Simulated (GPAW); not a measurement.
Runs of GPAW 26.7.0 on Pb. The structure is cubic, space group Fm-3m (No. 225). The conventional cell has a = 4.950 Å, b = 4.950 Å, c = 4.950 Å, α = 90.00°, β = 90.00°, γ = 90.00°. Around Pb (site symmetry m-3m) lie 12 Pb at 3.50 Å. 

```csv
level,potentials or basis,eigensolver,gap on the mesh (eV),pressure (GPa),relaxed volume (Å³/atom)
TPSS,"GPAW PAW data sets (gpaw-data 1.2.1), pw",davidson,none,0.0,30.61
revPBE,"the program's PAW data sets (release 1.2.1) made for this functional, pw",-,none,0.0,(a)
BLYP,"PAW data sets generated in the run's folder for this functional, pw",davidson,none,0.0,34.36
AM05,"PAW data sets generated in the run's folder for this functional, pw",-,none,0.0,29.95
LDA,"the program's PAW data sets (release 1.2.1) made for this functional, pw",-,none,0.0,28.86
PW91,"PAW data sets generated in the run's folder for this functional, pw",-,none,0.1,31.55
PBEsol,"PAW data sets generated in the run's folder for this functional, pw",-,none,0.0,(b)
SCAN,"GPAW PAW data sets (gpaw-data 1.2.1), pw",-,none,0.0,30.51
```

Alike in all rows: task relaxation of cell and atoms; no spin polarisation; cell relaxed; k mesh 9 × 9 × 9; cutoff (eV) 600; smearing fermi-dirac 0.05 eV.

**Question.** Fill in the values left out.

**Answer.** (a) 32.56; (b) 29.77.

Caveats: later steps reuse the first step's grids; the PAW data sets were made with another functional, which shifts forces and pressure a little (some runs).

A k mesh can miss the band edges, and the runs leave out spin-orbit coupling on Pb.

A gap of «none» marks a metal or a gap under the smearing width.

Runs at the PBE level aren't shown here.
